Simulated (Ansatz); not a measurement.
# Bi2TeSe2 (Skippenite): equation of state with PBEsol

The system is Bi2TeSe2 (Skippenite).

```
CELL_PARAMETERS angstrom
2.09150 1.20753 9.71233
-2.09150 1.20753 9.71233
0.00000 -2.41506 9.71233
ATOMIC_POSITIONS crystal
Bi 0.60194 0.60194 0.60194
Bi 0.39806 0.39806 0.39806
Te 0.00000 0.00000 0.00000
Se 0.78840 0.78840 0.78840
Se 0.21160 0.21160 0.21160
```

- Program: Ansatz 0.2.0
- Task: equation of state
- Functional: PBEsol
- Potentials or basis: all-electron LAPW, scalar-relativistic
- Basis error allowed: 0.001 eV/atom
- k mesh: 7 × 7 × 7
- Occupations: fermi-dirac, width 0.05 eV
- Spin: no spin polarisation

```json
{"Equilibrium volume": "30.33 Å³/atom", "Bulk modulus at fixed shape and positions": "59 GPa", "Pressure derivative of the bulk modulus": "4.5"}
```

Energy against volume, from the lowest point:
```tsv
volume (Å³/atom)	energy (meV/atom)
27.669	50.16
28.257	29.07
28.846	14.09
29.435	4.63
30.023	0.10
30.612	0.00
31.201	3.89
```

All runs of the series together: 110 s on 4 threads of Intel(R) Xeon(R) 6975P-C (Granite Rapids), on a shared host.

Caveat: the cell was scaled at fixed shape and fractional positions, which overstates the stiffness of a crystal with free parameters, most of all of layers and chains.
